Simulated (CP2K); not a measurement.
# BaZrO3 (Pm-3m) in CP2K: notebook

One crystal, BaZrO3, is run at these levels: PBE; tasks: band structure.

Program: CP2K 2026.2. These are calculated values, not measurements. Logs are shortened: lines on timing, memory, paths and dates and some standing lists are left out, and cuts for length are marked.

**1. Starting point**

Symmetry: Pm-3m, No. 221, cubic system. The conventional cell has a = 4.191 Å, b = 4.191 Å, c = 4.191 Å, α = 90.00°, β = 90.00°, γ = 90.00°. Ba (site symmetry m-3m) has 12 O at 2.96 Å as nearest neighbours. Zr (site symmetry m-3m) is surrounded by 6 O at 2.10 Å. O (site symmetry 4/mmm) is surrounded by 2 Zr at 2.10 Å.

**2. Band structure, PBE**

Contents of bazro3_bands.inp:

```
&GLOBAL
  PROJECT bazro3_bands
  RUN_TYPE ENERGY_FORCE
  PRINT_LEVEL LOW
&END GLOBAL
&FORCE_EVAL
  METHOD QS
  STRESS_TENSOR ANALYTICAL
  &DFT
    BASIS_SET_FILE_NAME BASIS_MOLOPT_UCL
    BASIS_SET_FILE_NAME BASIS_MOLOPT
    POTENTIAL_FILE_NAME GTH_POTENTIALS
    &MGRID
      CUTOFF 700
      REL_CUTOFF 60
      NGRIDS 5
    &END MGRID
    &QS
      METHOD GPW
      EPS_DEFAULT 1.0E-10
    &END QS
    &KPOINTS
      SCHEME MONKHORST-PACK 6 6 6
      GAMMA_CENTERED T
      SYMMETRY T
      SYMMETRY_BACKEND SPGLIB
    &END KPOINTS
    &SCF
      SCF_GUESS ATOMIC
      EPS_SCF 1.0E-6
      MAX_SCF 100
      ADDED_MOS 19
      CHOLESKY OFF
      EPS_EIGVAL 1.0E-7
      &DIAGONALIZATION ON
        ALGORITHM STANDARD
      &END DIAGONALIZATION
      &MIXING ON
        METHOD BROYDEN_MIXING
        ALPHA 0.4
        BETA 1.5
        NBUFFER 8
      &END MIXING
      &SMEAR ON
        METHOD FERMI_DIRAC
        ELECTRONIC_TEMPERATURE 580.23
      &END SMEAR
    &END SCF
    &XC
      &XC_FUNCTIONAL PBE
      &END XC_FUNCTIONAL
    &END XC
    &PRINT
      &KPOINTS ON
      &END KPOINTS
      &MULLIKEN ON
      &END MULLIKEN
      &MO ON
        ENERGIES T
        OCCUPATION_NUMBERS T
        &EACH
          QS_SCF 0
        &END EACH
        ADD_LAST NUMERIC
      &END MO
      &BAND_STRUCTURE
        FILE_NAME bands.bs
        ADDED_MOS 6
        &KPOINT_SET
          UNITS B_VECTOR
          NPOINTS 6
          SPECIAL_POINT GAMMA 0.00000000 0.00000000 0.00000000
          SPECIAL_POINT X 0.00000000 0.50000000 0.00000000
          SPECIAL_POINT M 0.50000000 0.50000000 0.00000000
          SPECIAL_POINT GAMMA 0.00000000 0.00000000 0.00000000
          SPECIAL_POINT R 0.50000000 0.50000000 0.50000000
          SPECIAL_POINT X 0.00000000 0.50000000 0.00000000
        &END KPOINT_SET
        &KPOINT_SET
          UNITS B_VECTOR
          NPOINTS 6
          SPECIAL_POINT M 0.50000000 0.50000000 0.00000000
          SPECIAL_POINT R 0.50000000 0.50000000 0.50000000
        &END KPOINT_SET
      &END BAND_STRUCTURE
    &END PRINT
  &END DFT
  &SUBSYS
    &CELL
      A 4.1913400000 0.0000000000 0.0000000000
      B 0.0000000000 4.1913400000 0.0000000000
      C 0.0000000000 0.0000000000 4.1913400000
      PERIODIC XYZ
    &END CELL
    &COORD
      Ba  0.0000000000 0.0000000000 0.0000000000
      Zr  2.0956700000 2.0956700000 2.0956700000
      O   2.0956700000 2.0956700000 0.0000000000
      O   2.0956700000 0.0000000000 2.0956700000
      O   0.0000000000 2.0956700000 2.0956700000
    &END COORD
    &KIND Ba
      BASIS_SET TZVP-MOLOPT-SR-GTH-q10
      POTENTIAL GTH-PBE-q10
    &END KIND
    &KIND Zr
      BASIS_SET TZVP-MOLOPT-SR-GTH-q12
      POTENTIAL GTH-PBE-q12
    &END KIND
    &KIND O
      BASIS_SET TZVP-MOLOPT-GTH-q6
      POTENTIAL GTH-PBE-q6
    &END KIND
    &PRINT
      &ATOMIC_COORDINATES ON
      &END ATOMIC_COORDINATES
      &CELL ON
      &END CELL
      &SYMMETRY ON
      &END SYMMETRY
    &END PRINT
  &END SUBSYS
  &PRINT
    &FORCES ON
    &END FORCES
    &STRESS_TENSOR ON
    &END STRESS_TENSOR
  &END PRINT
&END FORCE_EVAL
```

Potentials or basis: GTH_POTENTIALS Ba GTH-PBE-q10, Zr GTH-PBE-q12, O GTH-PBE-q6; TZVP-MOLOPT-SR-GTH, TZVP-MOLOPT-GTH basis.

Started as:

```bash
$ OMP_NUM_THREADS=1 mpirun -n 4 cp2k.psmp -i bazro3_bands.inp -o bazro3_bands.out
```

bazro3_bands.out:

```text

 CP2K| version string:                                       CP2K version 2026.2
 CP2K| Input file name                                          bazro3_bands.inp

 GLOBAL| Force Environment number                                              1
 GLOBAL| Basis set file name                                    BASIS_MOLOPT_UCL
 GLOBAL| Potential file name                                      GTH_POTENTIALS
 GLOBAL| MM Potential file name                                     MM_POTENTIAL
 GLOBAL| Coordinate file name                                      __STD_INPUT__
 GLOBAL| Method name                                                        CP2K
 GLOBAL| Project name                                               bazro3_bands
 GLOBAL| Run type                                                   ENERGY_FORCE
 GLOBAL| FFT library                                                       FFTW3
 GLOBAL| Diagonalization library                                       ScaLAPACK
 GLOBAL| Cholesky decomposition library                                ScaLAPACK
 GLOBAL| DGEMM library                                                      BLAS
 GLOBAL| Direct generalized diagonalization requested                          F
 GLOBAL| Matrix multiplication library                                 ScaLAPACK
 GLOBAL| Global print level                                                  LOW
 GLOBAL| Total number of message passing processes                             4
 GLOBAL| Number of threads for this process                                    1
 GLOBAL| CPU model name           Intel(R) Xeon(R) Platinum 8259CL CPU @ 2.50GHz

 CELL| Volume [angstrom^3]:                                            73.630657
 CELL| Vector a [angstrom]:       4.191     0.000     0.000   |a| =     4.191340
 CELL| Vector b [angstrom]:       0.000     4.191     0.000   |b| =     4.191340
 CELL| Vector c [angstrom]:       0.000     0.000     4.191   |c| =     4.191340
 CELL| Angle (b,c), alpha [degree]:                                    90.000000
 CELL| Angle (a,c), beta  [degree]:                                    90.000000
 CELL| Angle (a,b), gamma [degree]:                                    90.000000
 CELL| Numerically orthorhombic:                                             YES
 CELL| Periodicity                                                           XYZ

 CELL_REF| Volume [angstrom^3]:                                        73.630657
 CELL_REF| Vector a [angstrom     4.191     0.000     0.000   |a| =     4.191340
 CELL_REF| Vector b [angstrom     0.000     4.191     0.000   |b| =     4.191340
 CELL_REF| Vector c [angstrom     0.000     0.000     4.191   |c| =     4.191340
 CELL_REF| Angle (b,c), alpha [degree]:                                90.000000
 CELL_REF| Angle (a,c), beta  [degree]:                                90.000000
 CELL_REF| Angle (a,b), gamma [degree]:                                90.000000
 CELL_REF| Numerically orthorhombic:                                         YES
 CELL_REF| Periodicity                                                       XYZ

[... 8 lines left out ...]
 TOTAL NUMBERS AND MAXIMUM NUMBERS

  Total number of            - Atomic kinds:                                   3
                             - Atoms:                                          5
                             - Shell sets:                                     5
[... 127 lines left out ...]
  Electronic entropic energy:                                  -0.00000000000000
  Fermi energy:                                                 0.34999909484810

  Total energy:                                              -121.10248953059222
  Total energy (extrapolated to T->0):                       -121.10248953059222

 MO| EIGENVALUES AND OCCUPATION NUMBERS FOR K POINT 1
 MO|
 MO|  Index      Eigenvalue [a.u.]        Eigenvalue [eV]             Occupation
 MO|      1              -1.481205             -40.305645               2.000000
 MO|      2              -0.667018             -18.150470               2.000000
 MO|      3              -0.666382             -18.133165               2.000000
 MO|      4              -0.666382             -18.133165               2.000000
 MO|      5              -0.649733             -17.680148               2.000000
 MO|      6              -0.289616              -7.880844               2.000000
[... 215 lines left out ...]
 MO|     38               1.024400              27.875348               0.000000
 MO|     39               1.041444              28.339141               0.000000
 MO| Sum:                                                              40.000000
 MO| E(Fermi):            0.349999 a.u.          9.523960 eV
 MO| Band gap:            0.188770 a.u.          5.136685 eV

 !-----------------------------------------------------------------------------!
                     Mulliken Population Analysis

 #  Atom  Element  Kind  Atomic population                           Net charge
       1     Ba       1          8.478211                              1.521789
       2     Zr       2         11.342407                              0.657593
       3     O        3          6.726461                             -0.726461
       4     O        3          6.726461                             -0.726461
       5     O        3          6.726461                             -0.726461
 # Total charge                             40.000000                 -0.000000

 !-----------------------------------------------------------------------------!

 KPOINTS| Band Structure Calculation
 KPOINTS| Number of k-point sets                                               2
 KPOINTS| Number of added MOs/bands                                            6
 KPOINTS| Number of k-points in set    1                                      31
 KPOINTS| In units of b-vector [2pi/Bohr]
 KPOINTS| Special point     1       GAMMA     0.000000     0.000000     0.000000
 KPOINTS| Special point     2           X     0.000000     0.500000     0.000000
 KPOINTS| Special point     3           M     0.500000     0.500000     0.000000
 KPOINTS| Special point     4       GAMMA     0.000000     0.000000     0.000000
 KPOINTS| Special point     5           R     0.500000     0.500000     0.500000
 KPOINTS| Special point     6           X     0.000000     0.500000     0.000000
 KPOINTS| Number of k-points in set    2                                       7
 KPOINTS| In units of b-vector [2pi/Bohr]
 KPOINTS| Special point     1           M     0.500000     0.500000     0.000000
 KPOINTS| Special point     2           R     0.500000     0.500000     0.500000

 ENERGY| Total FORCE_EVAL ( QS ) energy [hartree]           -121.102489755574183

 FORCES| Atomic forces [hartree/bohr]
 FORCES|   Atom     x               y               z               |f|
 FORCES|      1 -9.84604065E-10 -9.83939753E-10 -9.86321656E-10   1.70599326E-09
 FORCES|      2 -7.83618786E-11 -7.95897112E-11 -7.72413555E-11   1.35798870E-10
 FORCES|      3 -2.01056552E-10 -2.00930970E-10  6.35343442E-10   6.96030374E-10
 FORCES|      4 -2.09105431E-10  6.33548567E-10 -2.09562059E-10   6.99303314E-10
 FORCES|      5  6.34499354E-10 -2.00033777E-10 -2.02113533E-10   6.95307718E-10
 FORCES| Sum    -8.38628573E-10 -8.30945645E-10 -8.39895161E-10
 FORCES| Total atomic force                                       1.44885901E-09

 STRESS| Analytical stress tensor [bar]
 STRESS|                        x                   y                   z
 STRESS|      x        4.96707877171E+04  -3.23435969700E-04  -3.23725848150E-04
 STRESS|      y       -3.23435969700E-04   4.96708094264E+04  -3.23754598509E-04
 STRESS|      z       -3.23725848150E-04  -3.23754598509E-04   4.96707948855E+04
 STRESS| 1/3 Trace                                             4.96707973430E+04
 STRESS| Determinant                                           1.22547200554E+14

 STRESS| Eigenvectors and eigenvalues of the analytical stress tensor [bar]
 STRESS|                        1                   2                   3
 STRESS| Eigenvalues   4.96707876972E+04   4.96707948935E+04   4.96708094382E+04
 STRESS|      x           0.998834972831     -0.046008100039     -0.014558563794
 STRESS|      y           0.015548148742      0.021224757806      0.999653822444
 STRESS|      z           0.045683171076      0.998715557297     -0.021915371169
```

Run time: 49 s. Hardware: 4 MPI ranks of Intel Xeon Platinum 8259CL at 2.50GHz (Skylake/Cascade Lake), shared host.

Results:

| Property | Result |
| --- | --- |
| Free energy | -3295.3663 eV |
| Pressure | 5.0 GPa |
| Band gap along the path | 3.10 eV, indirect (least direct gap 3.37 eV) |
| Mulliken charges | Ba +1.52; Zr +0.66; O -0.73 e |

Levels at the corners of the path, in eV from the valence-band top:
```csv
point,band 16,band 17,band 18,band 19,band 20,band 21,band 22,band 23,band 24,band 25
Γ,-0.99,-0.99,-0.27,-0.27,-0.27,3.10,3.10,3.10,4.71,4.71
X,-1.76,-1.76,-1.70,-0.50,-0.50,3.56,5.63,5.63,6.50,6.66
M,-2.43,-0.95,-0.95,-0.85,-0.08,5.61,5.61,6.40,6.46,7.65
Γ,-0.99,-0.99,-0.27,-0.27,-0.27,3.10,3.10,3.10,4.71,4.71
R,-2.59,-2.59,0.00,0.00,0.00,5.96,5.96,5.96,6.92,6.92
X,-1.76,-1.76,-1.70,-0.50,-0.50,3.56,5.63,5.63,6.50,6.66
M,-2.43,-0.95,-0.95,-0.85,-0.08,5.61,5.61,6.40,6.46,7.65
R,-2.59,-2.59,0.00,0.00,0.00,5.96,5.96,5.96,6.92,6.92
```

Caveat: Mulliken charges move with the basis; spin-orbit coupling is left out, which moves the levels of the heavy elements; the basis of atomic orbitals isn't converged, which shifts pressures, moduli and gaps.

**3. Band structure, PBE**

Edit bazro3_bands.inp of step 2 so:

```diff
@@ -9,5 +9,4 @@
   &DFT
-    BASIS_SET_FILE_NAME BASIS_MOLOPT_UCL
-    BASIS_SET_FILE_NAME BASIS_MOLOPT
-    POTENTIAL_FILE_NAME GTH_POTENTIALS
+    BASIS_SET_FILE_NAME BASIS_MOLOPT_UZH
+    POTENTIAL_FILE_NAME POTENTIAL_UZH
     &MGRID
@@ -102,3 +101,3 @@
     &KIND Ba
-      BASIS_SET TZVP-MOLOPT-SR-GTH-q10
+      BASIS_SET TZVP-MOLOPT-PBE-GTH-q10
       POTENTIAL GTH-PBE-q10
@@ -106,3 +105,3 @@
     &KIND Zr
-      BASIS_SET TZVP-MOLOPT-SR-GTH-q12
+      BASIS_SET TZVP-MOLOPT-PBE-GTH-q12
       POTENTIAL GTH-PBE-q12
@@ -110,3 +109,3 @@
     &KIND O
-      BASIS_SET TZVP-MOLOPT-GTH-q6
+      BASIS_SET TZVP-MOLOPT-PBE-GTH-q6
       POTENTIAL GTH-PBE-q6
```

Potentials or basis: POTENTIAL_UZH Ba GTH-PBE-q10, Zr GTH-PBE-q12, O GTH-PBE-q6; TZVP-MOLOPT-PBE-GTH basis.

Started as:

```bash
$ OMP_NUM_THREADS=1 mpirun -n 4 cp2k.psmp -i bazro3_bands.inp -o bazro3_bands.out
```

Run time: 63 s. Hardware: 4 MPI ranks of Intel Xeon Platinum 8259CL at 2.50GHz (Skylake/Cascade Lake), shared host.

Results (log left out):

| Quantity | Value |
| --- | --- |
| Free energy | -3281.0485 eV |
| Pressure | 5.9 GPa |
| Band gap along the path | 3.19 eV, indirect (least direct gap 3.43 eV) |
| Mulliken charges | Ba +1.70; Zr +1.93; O -1.21 e |

Levels at the corners of the path, in eV from the valence-band top:
```
point  band 18  band 19  band 20  band 21  band 22  band 23
    Γ    -0.24    -0.24    -0.24     3.19     3.19     3.19
    X    -1.68    -0.46    -0.46     3.62     5.77     5.77
    M    -0.92    -0.77    -0.06     5.74     5.74     6.54
    Γ    -0.24    -0.24    -0.24     3.19     3.19     3.19
    R     0.00     0.00     0.00     6.01     6.01     6.01
    X    -1.68    -0.46    -0.46     3.62     5.77     5.77
    M    -0.92    -0.77    -0.06     5.74     5.74     6.54
    R     0.00     0.00     0.00     6.01     6.01     6.01
```

Caveat: Mulliken charges move with the basis; spin-orbit coupling is left out, which moves the levels of the heavy elements; the basis of atomic orbitals isn't converged, which shifts pressures, moduli and gaps.

**4. Band structure, PBE**

Edit bazro3_bands.inp of step 3 so:

```diff
@@ -101,3 +101,3 @@
     &KIND Ba
-      BASIS_SET TZVP-MOLOPT-PBE-GTH-q10
+      BASIS_SET TZV2P-MOLOPT-PBE-GTH-q10
       POTENTIAL GTH-PBE-q10
@@ -105,3 +105,3 @@
     &KIND Zr
-      BASIS_SET TZVP-MOLOPT-PBE-GTH-q12
+      BASIS_SET TZV2P-MOLOPT-PBE-GTH-q12
       POTENTIAL GTH-PBE-q12
@@ -109,3 +109,3 @@
     &KIND O
-      BASIS_SET TZVP-MOLOPT-PBE-GTH-q6
+      BASIS_SET TZV2P-MOLOPT-PBE-GTH-q6
       POTENTIAL GTH-PBE-q6
```

Potentials or basis: POTENTIAL_UZH Ba GTH-PBE-q10, Zr GTH-PBE-q12, O GTH-PBE-q6; TZV2P-MOLOPT-PBE-GTH basis.

Started as:

```bash
$ OMP_NUM_THREADS=1 mpirun -n 4 cp2k.psmp -i bazro3_bands.inp -o bazro3_bands.out
```

Run time: 88 s. Hardware: 4 MPI ranks of Intel Xeon Platinum 8259CL at 2.50GHz (Skylake/Cascade Lake), shared host.

It converged, with:

* Free energy: -3281.1824 eV
* Pressure: 5.7 GPa
* Band gap along the path: 3.25 eV, indirect (least direct gap 3.44 eV)
* Mulliken charges: Ba +1.88; Zr +3.11; O -1.66 e

Levels at the corners of the path, in eV from the valence-band top:
```csv
point,band 16,band 17,band 18,band 19,band 20,band 21,band 22,band 23,band 24,band 25
Γ,-1.00,-1.00,-0.20,-0.20,-0.20,3.25,3.25,3.25,4.68,4.68
X,-1.74,-1.74,-1.67,-0.41,-0.41,3.68,5.82,5.82,6.46,6.72
M,-2.40,-0.92,-0.92,-0.72,-0.06,5.79,5.79,6.55,6.58,7.76
Γ,-1.00,-1.00,-0.20,-0.20,-0.20,3.25,3.25,3.25,4.68,4.68
R,-2.53,-2.53,0.00,0.00,0.00,6.02,6.02,6.02,7.15,7.15
X,-1.74,-1.74,-1.67,-0.41,-0.41,3.68,5.82,5.82,6.46,6.72
M,-2.40,-0.92,-0.92,-0.72,-0.06,5.79,5.79,6.55,6.58,7.76
R,-2.53,-2.53,0.00,0.00,0.00,6.02,6.02,6.02,7.15,7.15
```

Caveat: Mulliken charges move with the basis; spin-orbit coupling is left out, which moves the levels of the heavy elements; the basis of atomic orbitals isn't converged, which shifts pressures, moduli and gaps.

**5. Overview**

| potentials or basis | pressure (GPa) |
| --- | --- |
| GTH_POTENTIALS Ba GTH-PBE-q10, Zr GTH-PBE-q12, O GTH-PBE-q6; TZVP-MOLOPT-SR-GTH, TZVP-MOLOPT-GTH basis | 5.0 |
| POTENTIAL_UZH Ba GTH-PBE-q10, Zr GTH-PBE-q12, O GTH-PBE-q6; TZVP-MOLOPT-PBE-GTH basis | 5.9 |
| POTENTIAL_UZH Ba GTH-PBE-q10, Zr GTH-PBE-q12, O GTH-PBE-q6; TZV2P-MOLOPT-PBE-GTH basis | 5.7 |

Alike in all rows: task band structure; level PBE; no spin polarisation; cell as given; k mesh 6 × 6 × 6; smearing fermi-dirac 0.05 eV.

Caveats: spin-orbit coupling is left out, which moves the levels of the heavy elements; the basis of atomic orbitals isn't converged, which shifts pressures, moduli and gaps.

Absolute energies hang on the potentials; compare differences alone.
